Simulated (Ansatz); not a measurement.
The system is ZrN.

```
Zr N
1.0
     0.00000    2.30000    2.30000
     2.30000    0.00000    2.30000
     2.30000    2.30000    0.00000
Zr N
1 1
Direct
  0.50000 0.50000 0.50000
  0.00000 0.00000 0.00000
```

- Program: Ansatz 0.2.0
- Task: relaxation of cell and atoms
- Functional: PBEsol
- Dispersion: D4
- Potentials or basis: Ansatz PAW
- Cutoff: 420 eV (not typed: the program's choice for these potentials)
- k mesh: 10 × 10 × 10
- Occupations: fermi-dirac, width 0.05 eV
- Spin: no spin polarisation

At the start: volume 12.17 Å³/atom.

Q: Where does the relaxation end?

A: It ends after 7 steps and the volume is 11.67 Å³/atom (-4.0 %); space group Fm-3m (No. 225, to 0.05 Å).

Step by step:
```
step  energy change (eV)  largest force (eV/Å)  volume (Å³)
   1              0.0000                0.0000        24.33
   2             -0.0201                0.0000        22.71
   3             -0.0347                0.0000        23.40
   4             -0.0349                0.0000        23.36
   5             -0.0330                0.0000        23.36
   6             -0.0330                0.0000        23.35
   7             -0.0330                0.0000        23.35
```

Final structure:
```cif
data_structure
_symmetry_space_group_name_H-M 'P 1'
_symmetry_Int_Tables_number 1
_cell_length_a 3.2082
_cell_length_b 3.2082
_cell_length_c 3.2082
_cell_angle_alpha 60.000
_cell_angle_beta 60.000
_cell_angle_gamma 60.000
_cell_volume 23.35
loop_
_atom_site_label
_atom_site_type_symbol
_atom_site_fract_x
_atom_site_fract_y
_atom_site_fract_z
_atom_site_occupancy
Zr1 Zr 0.50000 0.50000 0.50000 1
N1 N 0.00000 0.00000 0.00000 1
```

Caveat: the plane-wave basis is chosen anew once the cell has moved, so the energies of steps on either side of that aren't comparable; the pressure holds a Pulay correction of +0.4 GPa for the finite cutoff; the PAW data sets come from PBE, with cores solved anew for the run's functional, which leaves a small shift of forces and pressure.
